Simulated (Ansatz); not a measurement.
Ionic part of the dielectric constant of BaO, mode by mode

All numbers below come from DFT PBEsol, scalar-relativistic, plane waves, PAW in Ansatz. Cutoff 420 eV, 8×8×8 k-points (Γ-centred), fixed occupations. No spin polarisation. Phonons by linear response, acoustic sum rule imposed.

Symmetry: Fm-3m, No. 225, cubic system. Conventional cell: a = 5.490 Å, b = 5.490 Å, c = 5.490 Å, α = 90.00°, β = 90.00°, γ = 90.00°. Ba (site symmetry m-3m) is surrounded by 6 O at 2.74 Å. Around O (site symmetry m-3m) lie 6 Ba at 2.74 Å.

Spin–orbit coupling is left out, which matters for heavy elements.

The primitive cell has V = 41.36 Å³ and ε∞,xx = 4.280. Each polar mode adds Δε = (4.92064×10⁷/V)·S/ν² along x, with S its oscillator strength in e²/amu, ν in cm⁻¹ and V in Å³.

Q: From these modes, find each Δε and ε0,xx.
```json
{"ν (cm⁻¹)": "77.1", "S_xx (e²/amu)": "0.5383"}
```

A:
```tsv
ν (cm⁻¹)	Δε
77.1	107.62
```

The sum is 107.624, so ε0,xx = 111.90; the run's tensor has 111.91.

Q: Where do the longitudinal modes lie for a wave vector along x?

A: At 394 cm⁻¹. The Lyddane–Sachs–Teller product Π(ν_LO/ν_TO)² = 26.15 matches ε0/ε∞ = 26.15.

Cost: 1 run of about 0.42 core-minutes, on Intel Xeon Platinum 8259CL (Skylake/Cascade Lake) (shared hosts).